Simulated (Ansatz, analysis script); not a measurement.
# Free-standing triangular Cr monolayer, spacing 3.072 Å: E(q) by the generalised Bloch theorem

Wanted: E(q) and the moments of a free-standing triangular Cr monolayer, spacing 3.072 Å along a path through the zone.

Main program and level: Ansatz 0.2.0; PBE, PAW set soft_1.

Most raw output is cut from this account.

## 1. Set-up

The cell holds 1 atom: 1 Cr. Cell: a = 3.072 Å, b = 3.072 Å, c = 14.000 Å, α = 90.0°, β = 90.0°, γ = 120.0°. An idealised lattice of chosen spacing, in vacuum. Vacuum lies along c.

Coordinates:

```cif
data_structure
_symmetry_space_group_name_H-M 'P 1'
_symmetry_Int_Tables_number 1
_cell_length_a 3.0720
_cell_length_b 3.0720
_cell_length_c 14.0000
_cell_angle_alpha 90.000
_cell_angle_beta 90.000
_cell_angle_gamma 120.000
_cell_volume 114.42
loop_
_atom_site_label
_atom_site_type_symbol
_atom_site_fract_x
_atom_site_fract_y
_atom_site_fract_z
_atom_site_occupancy
Cr1 Cr 0.00000 0.00000 0.50000 1
```

## 2. Two spin channels first

The work starts on two spin channels, which tell the size of the moments.

Contents of input.yaml:

```yaml
crystal:
  lattice:
    - [3.072, 0.0, 0.0]
    - [-1.536, 2.66043, 0.0]
    - [0.0, 0.0, 14.0]
  atoms:
    - { symbol: Cr, position: [0.0, 0.0, 0.5], spin: 2.5 }
magnetization:
  spin_polarized: true
kpoints:
  mp_grid: { grid: [8, 8, 1] }
hamiltonian:
  xc: pbe
  pseudopotentials: { kind: paw, azcp: { folder: soft_1 } }
scf:
  occupations: { method: fermi_dirac, width: 0.1 }
  max_iter: 120
  convergence: { dr2_threshold: 1.0e-08 }
  lower_state_search: "off"
```

Command:

```console
$ ansatz run input.yaml --threads 4 --pin off --max-ram 8192MiB --backend cpu --events-out ev --progress --plain --runs-dir out
```

Wall time 1.4 s (4 threads of Arm Neoverse V1, shared host); peak memory 0.31 GiB.

Spin moment in the atom's sphere by atom:

| atom | spin moment in the atom's sphere (μB) |
| --- | --- |
| Cr1 | 4.23 |

The run ends ferromagnetic, with a net moment of 4.82 μB a cell. With one Cr atom carrying the moment, parallel order of its images is forced by the cell, not found.

## 3. Denser mesh

Levels at the Fermi energy are partly filled, so moments and energy differences can hang on the k-mesh, and the state is solved again on a denser one.

input.yaml, the sections that differ from step 2:

```yaml
crystal:
  lattice:
    - [3.072, 0.0, 0.0]
    - [-1.536, 2.66043, 0.0]
    - [0.0, 0.0, 14.0]
  atoms:
    - { symbol: Cr, position: [0.0, 0.0, 0.5], spin: 4.23 }
kpoints:
  mp_grid: { grid: [20, 20, 1] }
basis:
  ecutwfc: 420.0
checkpoint:
  read: start
  write: ck
  compress: false
  write_wavefunctions: false
  write_every: 100000
# magnetization, hamiltonian, scf: as in step 2
```

Wall time 2 s (4 threads); peak memory 0.41 GiB.

Spin moment in the atom's sphere by atom:

| atom | spin moment in the atom's sphere (μB) |
| --- | --- |
| Cr1 | 4.22 |

The run ends ferromagnetic, with a net moment of 4.81 μB a cell, against 4.82 μB on the first mesh.

Each spiral starts from these moments, tilted 90° from the rotation axis z (a flat spiral); sizes are free, while the program holds flat spirals in their plane. Spin–orbit coupling is switched off, so the energy does not depend on how the axis lies in the crystal. The folder named start holds the saved collinear state, from which each run begins.

The runs on spinors take the mesh 24×24×1.

## 4. q = (0, 0, 0)

The reference is the same input at q = 0, so that basis and exchange-correlation form match those at other q. Every q is chosen so that q/2 is a mesh vector: every spiral then samples the k-points of q = 0, and much mesh noise cancels.

input.yaml, the sections that differ from step 3:

```yaml
crystal:
  lattice:
    - [3.072, 0.0, 0.0]
    - [-1.536, 2.66043, 0.0]
    - [0.0, 0.0, 14.0]
  atoms:
    - { symbol: Cr, position: [0.0, 0.0, 0.5], spin: 4.22, spin_axis: [1.0, 0.0, 0.0] }
kpoints:
  mp_grid: { grid: [24, 24, 1] }
magnetization:
  noncollinear: true
  spin_spiral: { q: [0.0, 0.0, 0.0] }
checkpoint:
  read: start
# hamiltonian, scf, basis: as in step 3
```

Command:

```console
$ ansatz run input.yaml --threads 1 --pin off --max-ram 2048MiB --backend cpu --events-out ev --progress --plain --runs-dir out
```

The job ended after 26 s (1 thread; peak memory 0.57 GiB).

The largest moment is 4.22 μB, against 4.22 μB in the collinear run.

## 5. q = (0.083, 0.083, 0)

Only q changes. The cell stays that of the crystal, since the generalised Bloch theorem carries the rotation from cell to cell.

input.yaml: that of step 4 with these lines changed.

```diff
@@ -21,3 +21,3 @@
   noncollinear: true
-  spin_spiral: { q: [0.0, 0.0, 0.0] }
+  spin_spiral: { q: [0.08333333, 0.08333333, 0.0] }
 checkpoint:
```

Wall time 99 s (1 thread); peak memory 0.95 GiB.

The energy of the cell lies 36.7 meV below that at q = 0, and the largest moment is 4.22 μB against 4.22 μB.

## 6. q = (0.167, 0, 0)

input.yaml: that of step 5 with these lines changed.

```diff
@@ -21,3 +21,3 @@
   noncollinear: true
-  spin_spiral: { q: [0.08333333, 0.08333333, 0.0] }
+  spin_spiral: { q: [0.16666667, 0.0, 0.0] }
 checkpoint:
```

The job ended after 96 s (1 thread; peak memory 0.94 GiB).

The energy of the cell lies 47.8 meV below that at q = 0, and the largest moment is 4.21 μB against 4.22 μB.

## 7. q = (0.333, 0, 0)

input.yaml: that of step 6 with these lines changed.

```diff
@@ -21,3 +21,3 @@
   noncollinear: true
-  spin_spiral: { q: [0.16666667, 0.0, 0.0] }
+  spin_spiral: { q: [0.33333333, 0.0, 0.0] }
 checkpoint:
```

Run time: 81 s. Hardware: 1 thread; peak memory 0.96 GiB.

The energy of the cell lies 188 meV below that at q = 0, and the largest moment is 4.17 μB against 4.22 μB.

## 8. q = (0.5, 0, 0)

input.yaml: that of step 7 with these lines changed.

```diff
@@ -21,3 +21,3 @@
   noncollinear: true
-  spin_spiral: { q: [0.33333333, 0.0, 0.0] }
+  spin_spiral: { q: [0.5, 0.0, 0.0] }
 checkpoint:
```

The job ended after 91 s (1 thread; peak memory 0.99 GiB).

The energy of the cell lies 279 meV below that at q = 0, and the largest moment is 4.16 μB against 4.22 μB.

The other 3 runs of this kind were made alike; their results stand in the table below.

## 9. E(q)

| q (reciprocal lattice) | path length (1/Å) | E(q) − E(0) (meV a magnetic atom) | \|m\| Cr no. 1 (μB) |
| --- | --- | --- | --- |
| (0, 0, 0) | 0.000 | 0.00 | 4.22 |
| (0.167, 0, 0) | 0.394 | -47.79 | 4.21 |
| (0.333, 0, 0) | 0.787 | -188.32 | 4.17 |
| (0.5, 0, 0) | 1.181 | -278.70 | 4.16 |
| (0.417, 0.167, 0) | 1.522 | -295.26 | 4.15 |
| (0.333, 0.333, 0) | 1.863 | -311.76 | 4.12 |
| (0.25, 0.25, 0) | 2.204 | -268.46 | 4.14 |
| (0.083, 0.083, 0) | 2.885 | -36.74 | 4.22 |
| (0, 0, 0) | 3.226 | 0.00 | 4.22 |

## 10. Fit by Heisenberg shells

For rigid moments E(q) is a sum of cosines over neighbour shells, so a fit gives the couplings, and from them an ordering temperature.

E = −Σ J e·e over ordered pairs (each pair twice, J > 0 for parallel moments) is fitted to 7 points (copies by symmetry counted).

The fitted shells:

| pair | distance (Å) | neighbours a magnetic atom | J (meV) |
| --- | --- | --- | --- |
| Cr-Cr | 3.072 | 6 | -37.17 |
| Cr-Cr | 5.321 | 6 | 2.222 |
| Cr-Cr | 6.144 | 6 | 2.438 |
| Cr-Cr | 8.128 | 12 | 0.0107 |

Numbers from this step:

| Quantity | Value |
| --- | --- |
| r.m.s. miss of the fit | 0.9083 meV |
| ordering temperature, mean field | 908.9 K |
| wavevector of the mean-field order | -0.3333, -0.3333, 0 reciprocal lattice |

## 11. What came out

| Property | Result |
| --- | --- |
| lowest point of the path | q = (0.333, 0.333, 0), -312 meV a magnetic atom from q = 0 |
| highest point | 0 meV a magnetic atom |
| J of the nearest shell | -37.2 meV |
| mean-field temperature | 909 K |

The state at q = (0.333, 0.333, 0) lies 312 meV a magnetic atom below the ferromagnetic start, so that start is not the lowest state. The moments change by at most 3 % from their size at q = 0, so they are nearly rigid. The fit misses by 0.29 % of the energy range, so the shells describe the path well, though few points can't fix distant couplings. In a sheet or chain isotropic couplings alone give no order above 0 K (Mermin and Wagner), so the mean-field number is only an energy scale. The temperatures are those of classical unit spins, and mean field runs high. The 8 spiral runs took 12 min of wall time, added up. Energies are free energies at a smearing of 0.1 eV, and with partly filled levels differences shift, at times strongly, as the smearing goes to zero. The cell was taken as built, with atoms unrelaxed. In doubt: the program's search for lower states was switched off, so a lower magnetic state than those reached may exist.

[Logs and program files are shortened in this print: banners, set-up blocks, solver, clock and traceback lines can be left out without a mark of their own.]

[Logs are printed without paths, hosts, clocks, repeated set-up lines and the standing remarks that a program may print on its own settings, such as how far it seeks lower states.]

[Hosts, paths, dates, database ids (printed as entryN), source tags and the programs' standing remarks are cut or masked in the printed files.]
